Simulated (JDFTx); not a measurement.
The system is TaN.

```
Ta N
1.0
     0.00000    2.21132    2.21132
     2.21132    0.00000    2.21132
     2.21132    2.21132    0.00000
Ta N
1 1
Direct
  0.50000 0.50000 0.50000
  0.00000 0.00000 0.00000
```

The cell comes from a database or a generator and needn't be the stable form of this composition.

Base run:

* Program: JDFTx 1.7.0 (patched build)
* Functional: PBE
* Potentials or basis: PseudoDojo-SR-PBE-0.5-standard
* Cutoff: 1143 eV
* Density cutoff: 9143 eV
* k mesh: 10 × 10 × 10
* Occupations: fermi-dirac, width 0.05 eV
* Spin: no spin polarisation

Its results: band gap on the k mesh none (metal or under the smearing width); pressure -1.7 GPa.

**Question.** The run is repeated on the same cell with these changes: functional from PBE to PBEsol; potentials or basis from PseudoDojo-SR-PBE-0.5-standard to PseudoDojo-SR-PBEsol-0.4.1-standard with smoothed tails. What comes out?

**Answer.** Band gap on the k mesh none (metal or under the smearing width); pressure -11.1 GPa.

Not every run made on this cell is shown here.
